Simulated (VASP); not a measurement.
# Co (P-3m1) in VASP: notebook, part 2 of 3

VASP 6.6.1. Earlier steps stand in the parts before.

### Step 4. Single point, LDA, collinear spin, ferromagnetic start

Contents of INCAR:

```
PREC = Accurate
ENCUT = 460
EDIFF = 1E-6
ISMEAR = -1
SIGMA = 0.1
LREAL = False
LASPH = True
NELM = 100
ALGO = Normal
ISIF = 2
LWAVE = False
LCHARG = False
ISPIN = 2
MAGMOM = 2 2
LORBIT = 11
LMAXMIX = 4
GGA = CA
NBANDS = 20
ADDGRID = False
```

Contents of KPOINTS:

```
Automatic mesh
0
Gamma
  11 11 6
```

Contents of POSCAR:

```
Co
1.0
    2.4873648738      0.0000000000      0.0000000000
   -1.2436824369      2.1541211692      0.0000000000
    0.0000000000      0.0000000000      4.0632895034
Co
2
Direct
    0.3275520000      0.6759820000      0.7288160000
    0.6891290000      0.3188900000      0.2643300000
```

Potentials or basis: VASP PAW LDA potentials, release 64 (Co).

The run is started by

```console
> cat potpaw_LDA.64/Co/POTCAR > POTCAR
> mpirun -np 1 vasp_std > vasp.out
```

OUTCAR:

```text
PREC = Accurate
   ENCUT = 460
   EDIFF = 1E-6
   ISMEAR = -1
   LREAL = False
   LASPH = True
   NELM = 100
   ISIF = 2
   ISPIN = 2
   LORBIT = 11
   GGA = CA

 Found    364 irreducible k-points:

 Following reciprocal coordinates:
            Coordinates               Weight
  0.000000  0.000000  0.000000      1.000000
  0.090909 -0.000000  0.000000      2.000000
  0.000000  0.090909  0.000000      2.000000
 -0.090909  0.090909  0.000000      2.000000
  0.181818 -0.000000  0.000000      2.000000
  0.000000  0.181818  0.000000      2.000000
   k-points           NKPTS =    364   k-points in BZ     NKDIM =    364   number of bands    NBANDS=     20
   number of dos      NEDOS =    301   number of ions     NIONS =      2
   total plane-waves  NPLWV =   9072
   dimension x,y,z NGX =    18 NGY =   18 NGZ =   28
   dimension x,y,z NGXF=    36 NGYF=   36 NGZF=   56
   ions per type =               2
   NGX,Y,Z   is equivalent  to a cutoff of  12.03, 12.03, 11.46 a.u.
   NGXF,Y,Z  is equivalent  to a cutoff of  24.06, 24.06, 22.91 a.u.
 SYSTEM =  unknown system
   PREC   = accura    normal or accurate (medium, high low for compatibility)
   ISTART =      0    job   : 0-new  1-cont  2-samecut
   ICHARG =      2    charge: 1-file 2-atom 10-const
   ISPIN  =      2    spin polarized calculation?
   LNONCOLLINEAR =      F non collinear calculations
   LSORBIT =      F    spin-orbit coupling
   LASPH  =      T    aspherical Exc in radial PAW
   ENCUT  =  460.0 eV  33.81 Ry    5.81 a.u.   4.35  4.35  7.11*2*pi/ulx,y,z
   NELM   =    100;   NELMIN=  2; NELMDL= -5     # of ELM steps
   EDIFF  = 0.1E-05   stopping-criterion for ELM
   LREAL  =      F    real-space projection
   EDIFFG = 0.1E-04   stopping-criterion for IOM
   NSW    =      0    number of steps for IOM
   IBRION =     -1    ionic relax: 0-MD 1-quasi-New 2-CG
   NFREE  =      0    steps in history (QN), initial steepest desc. (CG)
   ISIF   =      2    stress and relaxation
   ISYM   =      2    0-nonsym 1-usesym 2-fastsym
   POTIM  = 0.5000    time-step for ionic-motion
   TEBEG  =    0.0;   TEEND  =   0.0 temperature during run
   PSTRESS=    0.0 pullay stress
   NELECT =      18.0000    total number of electrons
   NUPDOWN=      -1.0000    fix difference up-down
   EMIN   =  10.00;   EMAX   =-10.00  energy-range for DOS
   EFERMI =   0.00;   METHOD = LEGACY
   ISMEAR =    -1;   SIGMA  =   0.10  broadening in eV -4-tet -1-fermi 0-gaus
   EFERMI_NEDOS =   21; number of points for ismear=-14 and -15
   IALGO  =     38    algorithm
   IMIX   =      4    mixing-type and parameters
     AMIX     =   0.40;   BMIX     =  1.00
     AMIX_MAG =   1.60;   BMIX_MAG =  1.00
  volume/ion in A,a.u.               =      10.89        73.46
  Fermi-wavevector in a.u.,A,eV,Ry     =   1.536514  2.903591 32.121660  2.360875
  Thomas-Fermi vector in A             =   2.643152
   LORBIT       =     11    0 simple, 1 ext, 2 COOP (PROOUT), +10 PAW based schemes
   GGA     = CA    functional components
   LHFCALC =     F    Hartree Fock is set to
   AEXX    =    0.0000 exact exchange contribution
   IVDW    =     0    specifies the selected vdW correction
   LEPSILON=     F    determine dielectric tensor
   LRPA    =     F    only Hartree local field effects (RPA)
 spin polarized calculation
  energy-cutoff  :      460.00
  volume of cell :       21.77
 maximum number of plane-waves:       525
 NGX is ok and might be reduce to    18
   NGX =  9   NGY =  9   NGZ = 15

 number of electron      18.0000003 magnetization       3.0807979

 Free energy of the ion-electron system (eV)
  ---------------------------------------------------
  ext. energy  EPLUGINS =         0.00000000
  ---------------------------------------------------
  free energy    TOTEN  =       -16.09200122 eV

  energy without entropy =      -16.03207124  energy(sigma->0) =      -16.06203623

 E-fermi :   9.8933     XC(G=0): -13.7036

 val. band max:        9.8889909446   @ k =   0.1818  -0.1818   0.1667
 cond. band min:       9.8939085679   @ k =   0.0909   0.0909   0.0000
 fundamental gap:      0.0049176233
 Fermi energy:         9.8932850755

 spin component 1

 k-point     1 :       0.0000    0.0000    0.0000
  band No.  band energies     occupation
      1       0.9751      1.00000
      2       4.7711      1.00000
      3       7.2840      1.00000
      4       7.3567      1.00000
      5       7.4368      1.00000
      6       7.6687      1.00000
[... 12 lines left out ...]
     19      36.0554      0.00000
     20      36.2114      0.00000

 k-point     2 :       0.0909   -0.0000    0.0000
  band No.  band energies     occupation
      1       1.2658      1.00000
      2       4.9525      1.00000
      3       7.0828      1.00000
      4       7.4561      1.00000
      5       7.5550      1.00000
      6       7.6363      1.00000
[... 12 lines left out ...]
     19      36.8822      0.00000
     20      38.5213      0.00000

 k-point     3 :       0.0000    0.0909    0.0000
  band No.  band energies     occupation
      1       1.2658      1.00000
      2       4.9521      1.00000
      3       7.0840      1.00000
      4       7.4592      1.00000
      5       7.5547      1.00000
      6       7.6289      1.00000
[... 12 lines left out ...]
     19      36.8850      0.00000
     20      38.5268      0.00000

 k-point     4 :      -0.0909    0.0909    0.0000
  band No.  band energies     occupation
      1       1.2648      1.00000
      2       4.9411      1.00000
      3       7.1004      1.00000
      4       7.4911      1.00000
      5       7.5243      1.00000
      6       7.6687      1.00000
[... 12 lines left out ...]
     19      36.9534      0.00000
     20      38.5092      0.00000

 k-point     5 :       0.1818   -0.0000    0.0000
  band No.  band energies     occupation
      1       2.0998      1.00000
      2       5.3894      1.00000
      3       6.7334      1.00000
      4       7.1424      1.00000
      5       7.4158      1.00000
      6       7.7421      1.00000
[... 12 lines left out ...]
     19      35.7763      0.00000
     20      38.0795      0.00000

 k-point     6 :       0.0000    0.1818    0.0000
  band No.  band energies     occupation
      1       2.0996      1.00000
      2       5.3870      1.00000
      3       6.7330      1.00000
      4       7.1425      1.00000
      5       7.4147      1.00000
      6       7.7358      1.00000
[... 12 lines left out ...]
     19      35.7855      0.00000
     20      38.0932      0.00000

 [... further k-points ...]

 spin component 2

 k-point     1 :       0.0000    0.0000    0.0000
  band No.  band energies     occupation
      1       1.1501      1.00000
      2       5.6497      1.00000
      3       8.6343      1.00000
      4       8.7617      0.99999
      5       8.8612      0.99997
      6       9.0871      0.99968
[... 12 lines left out ...]
     19      36.4703      0.00000
     20      36.5770      0.00000

 k-point     2 :       0.0909   -0.0000    0.0000
  band No.  band energies     occupation
      1       1.4420      1.00000
      2       5.8503      1.00000
      3       8.4143      1.00000
      4       8.8542      0.99997
      5       8.9606      0.99991
      6       9.0085      0.99986
[... 12 lines left out ...]
     19      37.0018      0.00000
     20      38.9343      0.00000

 k-point     3 :       0.0000    0.0909    0.0000
  band No.  band energies     occupation
      1       1.4420      1.00000
      2       5.8499      1.00000
      3       8.4149      1.00000
      4       8.8577      0.99997
      5       8.9585      0.99991
      6       9.0067      0.99986
[... 12 lines left out ...]
     19      37.0063      0.00000
     20      38.9396      0.00000

 k-point     4 :      -0.0909    0.0909    0.0000
  band No.  band energies     occupation
      1       1.4410      1.00000
      2       5.8410      1.00000
      3       8.4150      1.00000
      4       8.9075      0.99995
      5       8.9315      0.99993
      6       9.0415      0.99980
[... 12 lines left out ...]
     19      37.1142      0.00000
     20      38.9156      0.00000

 k-point     5 :       0.1818   -0.0000    0.0000
  band No.  band energies     occupation
      1       2.2847      1.00000
      2       6.3496      1.00000
      3       7.9438      1.00000
      4       8.2846      1.00000
      5       8.7261      0.99999
      6       9.1451      0.99944
[... 12 lines left out ...]
     19      36.1705      0.00000
     20      38.3391      0.00000

 k-point     6 :       0.0000    0.1818    0.0000
  band No.  band energies     occupation
      1       2.2845      1.00000
      2       6.3476      1.00000
      3       7.9391      1.00000
      4       8.2875      1.00000
      5       8.7300      0.99999
      6       9.1374      0.99948
[... 12 lines left out ...]
     19      36.1811      0.00000
     20      38.3541      0.00000

 [... further k-points ...]

------------------------ aborting loop because EDIFF is reached ----------------------------------------

  FORCE on cell =-STRESS in cart. coord.  units (eV):
  Direction    XX          YY          ZZ          XY          YZ          ZX
  --------------------------------------------------------------------------------------
  -------------------------------------------------------------------------------------
  Total       -2.3942708     -2.1631047     -2.1771879      0.2217775     -0.0992929      0.1999123
  in kB     -176.1961679   -159.1844840   -160.2208735     16.3207726     -7.3070394     14.7116923
  external PRESSURE =    -165.2005084 kB  Pullay stress =       0.0000000 kB

 VOLUME and BASIS-vectors are now :
 -----------------------------------------------------------------------------
  energy-cutoff  :      460.00
  volume of cell :       21.77
      direct lattice vectors                 reciprocal lattice vectors
     2.487364874  0.000000000  0.000000000     0.402031889  0.232113220  0.000000000
    -1.243682437  2.154121169  0.000000000     0.000000000  0.464226439  0.000000000
     0.000000000  0.000000000  4.063289503     0.000000000  0.000000000  0.246106018

 POSITION                                       TOTAL-FORCE (eV/Angst)
 -----------------------------------------------------------------------------------
     -0.02597      1.45615      2.96139         0.249590     -0.125880      0.896802
      1.31752      0.68693      1.07405        -0.249590      0.125880     -0.896802
 -----------------------------------------------------------------------------------
    total drift:                                0.000011      0.000009      0.000065

  FREE ENERGIE OF THE ION-ELECTRON SYSTEM (eV)
  ---------------------------------------------------
  free  energy   TOTEN  =       -16.0920012222 eV

  energy  without entropy=      -16.0320712396  energy(sigma->0) =      -16.06203623

 total charge

# of ion       s       p       d       tot
------------------------------------------
    1        0.492   0.518   7.289   8.300
    2        0.492   0.518   7.289   8.300
--------------------------------------------------
tot          0.985   1.037  14.578  16.600

 magnetization (x)

# of ion       s       p       d       tot
------------------------------------------
    1       -0.013  -0.039   1.595   1.543
    2       -0.013  -0.039   1.595   1.543
--------------------------------------------------
tot         -0.026  -0.078   3.190   3.086
```

OSZICAR:

```text
N       E                     dE             d eps       ncg     rms          rms(c)
DAV:   1     0.792205004909E+02    0.79221E+02   -0.76171E+03 30888   0.114E+03
DAV:   2    -0.140604211704E+02   -0.93281E+02   -0.83868E+02 29604   0.207E+02
DAV:   3    -0.183587031262E+02   -0.42983E+01   -0.41222E+01 32840   0.545E+01
DAV:   4    -0.184246307428E+02   -0.65928E-01   -0.65879E-01 36164   0.592E+00
DAV:   5    -0.184264484934E+02   -0.18178E-02   -0.18177E-02 33996   0.925E-01    0.154E+01
DAV:   6    -0.166315842487E+02    0.17949E+01   -0.80798E+00 32936   0.593E+01    0.789E+00
DAV:   7    -0.161339169762E+02    0.49767E+00   -0.13803E+00 33528   0.223E+01    0.385E+00
DAV:   8    -0.161082603422E+02    0.25657E-01   -0.15832E-02 41572   0.105E+00    0.166E+00
DAV:   9    -0.160937326359E+02    0.14528E-01   -0.19358E-03 51052   0.766E-01    0.453E-01
DAV:  10    -0.160920257175E+02    0.17069E-02   -0.43586E-04 41344   0.240E-01    0.700E-02
DAV:  11    -0.160920088927E+02    0.16825E-04   -0.27339E-05 35356   0.413E-02    0.352E-02
DAV:  12    -0.160920047824E+02    0.41102E-05   -0.23957E-06 32712   0.134E-02    0.206E-02
DAV:  13    -0.160920012693E+02    0.35131E-05   -0.81449E-07 18632   0.113E-02    0.681E-03
DAV:  14    -0.160920012222E+02    0.47060E-07   -0.50676E-07 16120   0.675E-03
   1 F= -.16092001E+02 E0= -.16062036E+02  d E =-.599300E-01  mag=     3.0808
```

Run time: 95 s. Hardware: 1 thread of Intel Xeon 6975P-C (Granite Rapids), shared host; peak memory 0.27 GiB.

The run converged, but some of its settings lie outside the range that counts as converged, so its numbers aren't taken as properties of the crystal.

Results:

```
Free energy                                           : -16.0920 eV
Pressure                                              : -16.5 GPa
Largest force                                         : 0.939 eV/Å
Band gap on the k mesh                                : none (metal or under the smearing width)
Net moment                                            : 3.08 μB per cell
Site moments                                          : Co +1.54 μB
Valence electrons inside the program's atomic spheres : Co 8.30
```

### Step 5. Single point, LDA, collinear spin, ferromagnetic start

INCAR: that of step 4 with these lines changed.

```diff
@@ -4,3 +4,3 @@
 ISMEAR = -1
-SIGMA = 0.1
+SIGMA = 0.4
 LREAL = False
```

KPOINTS is that of step 4.

Contents of POSCAR:

```
Co
1.0
    2.4873648738      0.0000000000      0.0000000000
   -1.2436824369      2.1541211692      0.0000000000
    0.0000000000      0.0000000000      4.0632895034
Co
2
Direct
    0.3333333333      0.6666666667      0.7401390000
    0.6666666667      0.3333333333      0.2598610000
```

Potentials or basis: VASP PAW LDA potentials, release 64 (Co).

The run is started by

```console
> cat potpaw_LDA.64/Co/POTCAR > POTCAR
> mpirun -np 1 vasp_std > vasp.out
```

OUTCAR:

```text
PREC = Accurate
   ENCUT = 460
   EDIFF = 1E-6
   ISMEAR = -1
   LREAL = False
   LASPH = True
   NELM = 100
   ISIF = 2
   ISPIN = 2
   LORBIT = 11
   GGA = CA

 Found     84 irreducible k-points:

 Following reciprocal coordinates:
            Coordinates               Weight
  0.000000  0.000000  0.000000      1.000000
  0.090909 -0.000000  0.000000      6.000000
  0.181818 -0.000000  0.000000      6.000000
  0.272727 -0.000000  0.000000      6.000000
  0.363636 -0.000000  0.000000      6.000000
  0.454545 -0.000000  0.000000      6.000000
   k-points           NKPTS =     84   k-points in BZ     NKDIM =     84   number of bands    NBANDS=     20
   number of dos      NEDOS =    301   number of ions     NIONS =      2
   total plane-waves  NPLWV =   9072
   dimension x,y,z NGX =    18 NGY =   18 NGZ =   28
   dimension x,y,z NGXF=    36 NGYF=   36 NGZF=   56
   ions per type =               2
   NGX,Y,Z   is equivalent  to a cutoff of  12.03, 12.03, 11.46 a.u.
   NGXF,Y,Z  is equivalent  to a cutoff of  24.06, 24.06, 22.91 a.u.
 SYSTEM =  unknown system
[... 216 lines left out ...]
      4       8.0940      0.98847
      5       8.0940      0.98847
      6       8.3939      0.97590
[... 127 lines left out ...]
     19      32.5314      0.00000
     20      34.9983      0.00000

 [... further k-points ...]

------------------------ aborting loop because EDIFF is reached ----------------------------------------

  FORCE on cell =-STRESS in cart. coord.  units (eV):
  Direction    XX          YY          ZZ          XY          YZ          ZX
  --------------------------------------------------------------------------------------
  -------------------------------------------------------------------------------------
  Total       -2.6165656     -2.6165656     -2.8739261      0.0000000      0.0000000      0.0000000
  in kB     -192.5550105   -192.5550105   -211.4943593      0.0000000      0.0000000      0.0000000
  external PRESSURE =    -198.8681267 kB  Pullay stress =       0.0000000 kB

 VOLUME and BASIS-vectors are now :
 -----------------------------------------------------------------------------
  energy-cutoff  :      460.00
  volume of cell :       21.77
      direct lattice vectors                 reciprocal lattice vectors
     2.487364874  0.000000000  0.000000000     0.402031889  0.232113220  0.000000000
    -1.243682437  2.154121169  0.000000000     0.000000000  0.464226439  0.000000000
     0.000000000  0.000000000  4.063289503     0.000000000  0.000000000  0.246106018

 POSITION                                       TOTAL-FORCE (eV/Angst)
 -----------------------------------------------------------------------------------
     -0.00000      1.43608      3.00740         0.000000      0.000000      0.498498
      1.24368      0.71804      1.05589        -0.000000     -0.000000     -0.498498
 -----------------------------------------------------------------------------------
    total drift:                                0.000000     -0.000000     -0.000000

  FREE ENERGIE OF THE ION-ELECTRON SYSTEM (eV)
  ---------------------------------------------------
  free  energy   TOTEN  =       -16.9525010305 eV

  energy  without entropy=      -14.9863697307  energy(sigma->0) =      -15.96943538

 total charge

# of ion       s       p       d       tot
------------------------------------------
    1        0.487   0.511   7.285   8.283
    2        0.487   0.511   7.285   8.283
--------------------------------------------------
tot          0.973   1.023  14.571  16.567

 magnetization (x)

# of ion       s       p       d       tot
------------------------------------------
    1       -0.000  -0.000   0.001   0.001
    2       -0.000  -0.000   0.001   0.001
--------------------------------------------------
tot         -0.000  -0.000   0.002   0.002
```

stdout:

```text
POSCAR found type information on POSCAR Co
 POSCAR found :  1 types and       2 ions
 scaLAPACK will be used
 LDA part: xc-table for (Slater(with rela. corr.)+CA(PZ))
 , standard interpolation
 POSCAR, INCAR and KPOINTS ok, starting setup
 FFT: planning ... GRIDC
 FFT: planning ... GRID_SOFT
 FFT: planning ... GRID
 WAVECAR not read
 entering main loop
```

Wall time 34 s (1 thread of Intel Xeon 6975P-C (Granite Rapids), shared host); peak memory 0.15 GiB.

The run converged, but some of its settings lie outside the range that counts as converged, so its numbers aren't taken as properties of the crystal.

What came out:

```
Free energy                                           : -16.9525 eV
Pressure                                              : -19.9 GPa
Largest force                                         : 0.498 eV/Å
Band gap on the k mesh                                : none (metal or under the smearing width)
Net moment                                            : 0.00 μB per cell
Valence electrons inside the program's atomic spheres : Co 8.28
```

Caveat: the starting moments collapsed, and a magnetic state may lie lower.

[end of part 2 of 3]
